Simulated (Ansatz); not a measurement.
GeSe, space group Pnma, a relaxation of cell and ions

Program: Ansatz 0.2.0 through its Python package.

Notebook, run cell by cell (the value of a cell's last expression is shown):

```python
import ansatz as az
from ase import Atoms
from ase.io import write
from ase.neighborlist import neighbor_list
import numpy as np
from pymatgen.core import Structure
```

```python
config = {
    "xc": "pbesol",
    "tolerance": 1e-09,
    "kmesh": (2, 6, 4),
    "fmax": 0.05,
}
```

```python
def edges_and_angles(cell):
    cell = np.asarray(cell)
    a, b, c = np.linalg.norm(cell, axis=1)
    cosines = cell[1] @ cell[2] / (b * c), cell[0] @ cell[2] / (a * c), cell[0] @ cell[1] / (a * b)
    return (a, b, c, *np.degrees(np.arccos(cosines)))
```

```python
system = (
    az.Lattice.of((10.79, 0.0, 0.0), (0.0, 3.82, 0.0), (0.0, 0.0, 4.38))
    .atom("Ge", (0.121, 0.75, 0.894))
    .atom("Ge", (0.621, 0.75, 0.606))
    .atom("Ge", (0.379, 0.25, 0.394))
    .atom("Ge", (0.879, 0.25, 0.106))
    .atom("Se", (0.852, 0.75, 0.497))
    .atom("Se", (0.352, 0.75, 0.003))
    .atom("Se", (0.648, 0.25, 0.997))
    .atom("Se", (0.148, 0.25, 0.503))
)
```

```python
[site.symbol for site in system.resolved().sites]
```

    ['Ge', 'Ge', 'Ge', 'Ge', 'Se', 'Se', 'Se', 'Se']

```python
job = (
    system.calculation()
    .functional(config["xc"])
    .occupations(az.OccupationsMethod.FIXED)
    .scf(tolerance=config["tolerance"])
    .basis(41 * az.Ry)
    .kpoints(*config["kmesh"])
    .relax(force_tolerance=config["fmax"], max_steps=100, fix_cell=["a", "angles"])
    .density_of_states(energy_step=0.05, projected=True)
)
steps = []
```

```python
def collect(event):
    if event["event"] == "relax_step":
        steps.append(event["data"])
```

```python
res = job.session().plan().execute(on_event=collect)
summary = res.report

res.unlabelled_reasons
```

    DeckWarning: relax.cell: scf.convergence.dr2_threshold = 1e-9 eV is looser than the 8e-10 eV advised for a relaxation that steers and ends on the stress (1e-10 eV for each atom of the cell: 8). What an SCF threshold leaves in a stress goes as its square root, [...]

```python
[(site.symbol, site.position_frac.round(4).tolist()) for site in res.lattice.sites]
```

    [(<Element.GE: 'Ge'>, [0.1239, 0.75, 0.8993]), (<Element.GE: 'Ge'>, [0.6239, 0.75, 0.6007]),
     (<Element.GE: 'Ge'>, [0.3761, 0.25, 0.3993]), (<Element.GE: 'Ge'>, [0.8761, 0.25, 0.1007]),
     (<Element.SE: 'Se'>, [0.8576, 0.75, 0.5085]), (<Element.SE: 'Se'>, [0.3576, 0.75, -0.0085]),
     (<Element.SE: 'Se'>, [0.6424, 0.25, 1.0085]), (<Element.SE: 'Se'>, [0.1424, 0.25, 0.4915])]

```python
print("step   energy (eV)     max comp. (eV/A)   P (GPa)  SCF")
for s in steps:
    print(f"{s['step']:4d} {s['lagrangian_ev']:15.5f} {s['allowed_force_max_ev_ang']:12.4f} {s['pressure_gpa']:10.3f} {s['n_scf']:5d}")
```

    step   energy (eV)     max comp. (eV/A)   P (GPa)  SCF
       1    -38712.64194       0.1782     -0.078     8
       2    -38712.66888       0.0417      0.189     8
       3    -38712.67067       0.0611      0.184     8
       4    -38712.67424       0.0389      0.030     8
       5    -38712.67420       0.0340      0.368     8
       6    -38712.67606       0.0069      0.098     7
       7    -38712.67622       0.0049      0.190     7
       8    -38712.67616       0.0049      0.190     4

```python
first, last = steps[0], steps[-1]
symbols = [site.symbol for site in res.lattice.sites]
print(f"energy gained {first['lagrangian_ev'] - last['lagrangian_ev']:.4f} eV in {len(steps) - 1} steps")
for label, vectors in (("before", first["cell_ang"]), ("after", res.lattice.cell_ang)):
    print(label, "a b c (A) {:.4f} {:.4f} {:.4f}  angles {:.2f} {:.2f} {:.2f}".format(*edges_and_angles(vectors)), f" V = {abs(np.linalg.det(vectors)):.3f} A^3")
print("final stress xx yy zz (GPa, compression positive):", np.round(np.diag(summary["stress_gpa"]), 3) + 0.0)
```

    energy gained 0.0342 eV in 7 steps
    before a b c (A) 10.7900 3.8200 4.3800  angles 90.00 90.00 90.00  V = 180.534 A^3
    after a b c (A) 10.7900 3.8862 4.1958  angles 90.00 90.00 90.00  V = 175.940 A^3
    final stress xx yy zz (GPa, compression positive): [0.497 0.042 0.031]

```python
print("atom   start x y z (A)              end x y z (A)")
for symbol, a, b in zip(symbols, first["positions_ang"], last["positions_ang"]):
    print(f"{symbol:3s}", " ".join(f"{v:8.4f}" for v in a), "  ", " ".join(f"{v:8.4f}" for v in b))
```

    atom   start x y z (A)              end x y z (A)
    Ge    1.3056   2.8650   3.9157      1.3366   2.9147   3.7732
    Ge    6.7006   2.8650   2.6543      6.7316   2.9147   2.5204
    Ge    4.0894   0.9550   1.7257      4.0584   0.9716   1.6753
    Ge    9.4844   0.9550   0.4643      9.4534   0.9716   0.4226
    Se    9.1931   2.8650   2.1769      9.2532   2.9147   2.1336
    Se    3.7981   2.8650   0.0131      3.8582   2.9147  -0.0357
    Se    6.9919   0.9550   4.3669      6.9318   0.9716   4.2315
    Se    1.5969   0.9550   2.2031      1.5368   0.9716   2.0622

```python
print("relaxed fractional positions")
for site in res.lattice.sites:
    print(f"  {site.symbol:2s}", " ".join(f"{v % 1:8.5f}" for v in np.round(site.position_frac, 5)))
```

    relaxed fractional positions
      Ge  0.12387  0.75000  0.89929
      Ge  0.62387  0.75000  0.60071
      Ge  0.37613  0.25000  0.39929
      Ge  0.87613  0.25000  0.10071
      Se  0.85758  0.75000  0.50851
      Se  0.35758  0.75000  0.99149
      Se  0.64242  0.25000  0.00851
      Se  0.14242  0.25000  0.49149

```python
final = Atoms(symbols, positions=last["positions_ang"], cell=res.lattice.cell_ang, pbc=True)
i, j, d = neighbor_list("ijd", final, 4.5)
print("neighbours within 1.1 times the shortest distance of each atom (A)")
for atom in range(len(final)):
    near = [m for m in np.argsort(d) if i[m] == atom]
    shell = [m for m in near if d[m] < 1.1 * d[near[0]]]
    print(f"{symbols[atom]}{atom} ({len(shell)}):", ", ".join(f"{symbols[j[m]]} {d[m]:.3f}" for m in shell))

relaxed = Atoms(symbols, positions=[site.position_ang for site in res.lattice.sites], cell=res.lattice.cell_ang, pbc=True)
write("relaxed.extxyz", relaxed, format="extxyz")
```

    neighbours within 1.1 times the shortest distance of each atom (A)
    Ge0 (3): Se 2.551, Se 2.597, Se 2.597
    Ge1 (3): Se 2.551, Se 2.597, Se 2.597
    Ge2 (3): Se 2.551, Se 2.597, Se 2.597
    Ge3 (3): Se 2.551, Se 2.597, Se 2.597
    Se4 (3): Ge 2.551, Ge 2.597, Ge 2.597
    Se5 (3): Ge 2.551, Ge 2.597, Ge 2.597
    Se6 (3): Ge 2.551, Ge 2.597, Ge 2.597
    Se7 (3): Ge 2.551, Ge 2.597, Ge 2.597

```python
n_atoms = len(summary["lattice"]["sites"])
print("F =", round(summary["free_energy_ev"], 4), "eV for", n_atoms, "atoms")
print("E(sigma -> 0) =", round(summary["energy_sigma0_ev"], 4), "eV, TS =", round(summary["entropy_ts_ev"], 5), "eV")
print("closed by", summary["closed_by"], "after", summary["n_iterations"], "iterations")
```

    F = -38712.6762 eV for 8 atoms
    E(sigma -> 0) = -38712.6762 eV, TS = 0.0 eV
    closed by deck_thresholds after 4 iterations

```python
final = Structure(res.lattice.cell_ang, [s.symbol for s in res.lattice.sites], [s.position_frac for s in res.lattice.sites])
print(final)
```

    Full Formula (Ge4 Se4)
    Reduced Formula: GeSe
    abc   :  10.790000   3.886237   4.195793
    angles:  90.000000  90.000000  90.000000
    pbc   :       True       True       True
    Sites (8)
      #  SP           a     b          c
    ---  ----  --------  ----  ---------
      0  Ge    0.12387   0.75   0.899291
      1  Ge    0.62387   0.75   0.600709
      2  Ge    0.37613   0.25   0.399291
      3  Ge    0.87613   0.25   0.100709
      4  Se    0.857575  0.75   0.508513
      5  Se    0.357575  0.75  -0.008513
      6  Se    0.642425  0.25   1.00851
      7  Se    0.142425  0.25   0.491487

```python
dos = res.density_of_states()
energy = np.asarray(dos.energies_ev) - dos.fermi_ev
projected = res.projected_density_of_states()
step = energy[1] - energy[0]
for index, site in enumerate(projected.sites):
    for shell in site.shells:
        curve = sum(np.sum(part.g_bin_mean_per_ev, axis=0) for part in shell.curves)
        print(f"site {index} {site.species:2s} {shell.label:3s} filled {curve[energy <= 0].sum() * step:7.3f}  at E_F {np.interp(0, energy, curve):7.3f} /eV")
```

    site 0 Ge 4S  filled   1.824  at E_F   0.002 /eV
    site 0 Ge 4P  filled   2.038  at E_F   0.001 /eV
    site 0 Ge 3D  filled   9.999  at E_F   0.000 /eV
    site 1 Ge 4S  filled   1.824  at E_F   0.002 /eV
    site 1 Ge 4P  filled   2.038  at E_F   0.001 /eV
    site 1 Ge 3D  filled   9.999  at E_F   0.000 /eV
    site 2 Ge 4S  filled   1.824  at E_F   0.002 /eV
    site 2 Ge 4P  filled   2.038  at E_F   0.001 /eV
    site 2 Ge 3D  filled   9.999  at E_F   0.000 /eV
    site 3 Ge 4S  filled   1.824  at E_F   0.002 /eV
    site 3 Ge 4P  filled   2.038  at E_F   0.001 /eV
    site 3 Ge 3D  filled   9.999  at E_F   0.000 /eV
    site 4 Se 4S  filled   1.793  at E_F   0.000 /eV
    site 4 Se 4P  filled   4.276  at E_F   0.005 /eV
    site 4 Se 3D  filled  10.000  at E_F   0.000 /eV
    site 5 Se 4S  filled   1.793  at E_F   0.000 /eV
    site 5 Se 4P  filled   4.276  at E_F   0.005 /eV
    site 5 Se 3D  filled  10.000  at E_F   0.000 /eV
    site 6 Se 4S  filled   1.793  at E_F   0.000 /eV
    site 6 Se 4P  filled   4.276  at E_F   0.005 /eV
    site 6 Se 3D  filled  10.000  at E_F   0.000 /eV
    site 7 Se 4S  filled   1.793  at E_F   0.000 /eV
    site 7 Se 4P  filled   4.276  at E_F   0.005 /eV
    site 7 Se 3D  filled  10.000  at E_F   0.000 /eV

File `relaxed.extxyz` afterwards:
```text
8
Lattice="10.79 7.621488773879112e-113 6.414973491713152e-128 2.6982471840795376e-113 3.8862370174712213 1.8060846537998546e-126 2.604039285792735e-128 2.070850990482556e-126 4.195793255583769" Properties=species:S:1:pos:R:3 pbc="T T T"
Ge       1.33656109       2.91467776       3.77324067
Ge       6.73156109       2.91467776       2.52044922
Ge       4.05843891       0.97155925       1.67534404
Ge       9.45343891       0.97155925       0.42255259
Se       9.25323454       2.91467776       2.13361702
Se       3.85823454       2.91467776      -0.03572040
Se       6.93176546       0.97155925       4.23151365
Se       1.53676546       0.97155925       2.06217623
```

Notes:
- Absolute energies stand on the zero of these potentials, so only differences at equal settings mean something. A total without «per atom» is that of the cell as typed.
- Semilocal gaps usually lie well under measured ones.
- Part of the cell is held or a pressure is applied, so the end point needn't be the zero-pressure lattice.
- With fixed filling the reported Fermi level is the top filled level among the k-points of the SCF.
- Projections exist only for the shells that the potentials hold, some of them semicore, and samples at single energies can miss narrow peaks.
- Energies along a relaxation are free energies. Rows at an unchanged volume are solved on a plane-wave basis chosen afresh for that cell, so the energy jumps there and such rows are no steps of the walk.
- The crystal has a gap of about 0.80 eV on the mesh; bins of finite width blur the band edges.
- The starting cell is as deposited in a crystallographic database; the results hold for this polymorph, which needn't be the stable one.
- Warnings are shown shortened and without file and line.
- The computed bands are complete only to about 4.1 eV above the Fermi level; beyond that the density of states is undercounted.
- Wall time of the script: 2.8 min on 1 thread of Arm Neoverse V2, with other jobs on the host, peak memory 0.82 GiB.
